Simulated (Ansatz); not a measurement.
## Rb in Ansatz: the effect of target pressure

Crystal: Rb.

```
Rb
1.0
    -2.80250    2.80250    2.80250
     2.80250   -2.80250    2.80250
     2.80250    2.80250   -2.80250
Rb
1
Direct
  0.00000 0.00000 0.00000
```

Alike in all runs:

| Property | Result |
| --- | --- |
| Program | Ansatz 0.2.0 |
| Task | relaxation of cell and atoms |
| Functional | PBEsol |
| Potentials or basis | Ansatz PAW |
| Cutoff | 420 eV (not typed: the program's choice for these potentials) |
| k mesh | 7 × 7 × 7 |
| Occupations | fermi-dirac, width 0.05 eV |
| Spin | no spin polarisation |

Each run relaxes the cell or the atoms first.

```csv
target pressure,relaxed volume (Å³/atom)
0 GPa,86.05
2 GPa,60.52
5 GPa,?
10 GPa,37.64
20 GPa,25.63
30 GPa,21.13
```

**Question.** What does the run with target pressure 5 GPa give?

**Answer.** Relaxed volume 47.83 Å³/atom.

Worked out: A parabola through the other rows of the relaxed volume, of slope -3.86 Å³/atom per GPa there, gives 56.48 Å³/atom, against the run's 47.83.

Caveats: the plane-wave basis is chosen anew once the cell has moved, so the energies of steps on either side of that aren't comparable; the PAW data sets come from PBE, with cores solved anew for the run's functional, which leaves a small shift of forces and pressure; the volume moved by over 15 % at a fixed basis, so the end points are rough (some runs).
